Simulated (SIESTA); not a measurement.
NiO:

```xyz
2
Lattice="0.0000 2.0859 2.0859 2.0859 0.0000 2.0859 2.0859 2.0859 0.0000" Properties=species:S:1:pos:R:3 pbc="T T T"
Ni    0.0000    0.0000    0.0000
O     2.0859    2.0859    2.0859
```

Alike in all runs: program SIESTA 5.4.2; functional PBE; potentials or basis PseudoDojo 0.4 standard (PBE files); basis DZP (energy shift 0.003 Ry; two zetas on semicore shells); grid cutoff 800 Ry; energy shift 0.003 Ry; k mesh 8 × 8 × 8; occupations fermi-dirac, width 0.05 eV.

The same cell was started in several ways:

| start | free energy over the lowest (meV/atom) | net moment (μB) | site or absolute moments (μB) | gap |
| --- | --- | --- | --- | --- |
| non-collinear spin, random start of up to 0.88 μB | 0.0 | 1.82 | - | none (metal or under the smearing width) |
| collinear spin, ferromagnetic start of up to 1 μB | 0.0 | 1.82 | Ni +1.48; O +0.34 | none (metal or under the smearing width) |
| collinear spin, zero start | 64.2 | 0.00 | - | none (metal or under the smearing width) |
| collinear spin, fm_larger start of up to 2.5 μB | 0.0 | 1.82 | Ni +1.48; O +0.34 | none (metal or under the smearing width) |

The spin-polarised runs without a constraint all converged, yet they end up to 64 meV/atom apart: a converged run can sit in a state that isn't the lowest. A still lower state may exist.

Caveats: the basis of atomic orbitals isn't converged, which shifts pressures, moduli and gaps; semilocal functionals often make such compounds metallic where correlation or magnetic order opens a gap, which also shifts bond lengths; a cell with one magnetic atom can't hold antiferromagnetic order, which such compounds often take (some runs).
